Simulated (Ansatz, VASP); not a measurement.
**Two plane-wave programs on KCl**

```xyz
2
Lattice="3.6885 0.0000 0.0000 0.0000 3.6885 0.0000 0.0000 0.0000 3.6340" Properties=species:S:1:pos:R:3 pbc="T T T"
K     0.0000    0.0000    0.0000
Cl    1.8443    1.8443    1.8170
```

Change from the starting cell: x and y stretched by +1.5 %, z held, PAW files.

Alike in both runs: task electric field gradients; functional PBE; k mesh 7 × 7 × 7; occupations fermi-dirac, width 0.01 eV; no spin polarisation.

|  | VASP | Ansatz |
| --- | --- | --- |
| version | VASP 6.6.1 | Ansatz 0.2.0 |
| potentials or method | VASP PAW PBE potentials, release 64 (K_sv, Cl) | PAW with Ansatz's default frozen-core files, scalar-relativistic |
| plane-wave cutoff (eV) | 520 | 420 |
| valence electrons in the cell | 16 | 16 |

VASP gave:

| Quantity | Value |
| --- | --- |
| gap on the k mesh at the Fermi level (eV) | 5.39 |
| pressure (GPa) | 3.4 |
| largest component of the traceless stress (GPa) | 0.50 |
| Vzz of the field gradient on the site that differs most (V/Å²) | -3.8 |

Problem. Estimate Ansatz's values.

Solution. gap on the k mesh at the Fermi level (eV): 5.40; pressure (GPa): 3.4; largest component of the traceless stress (GPa): 0.50; Vzz of the field gradient on the site that differs most (V/Å²): -3.9.

The functional is the same, so the differences come from potentials, cutoffs and numerics.

Caveats: an odd mesh through Γ misses points on the zone boundary, where band edges often lie.
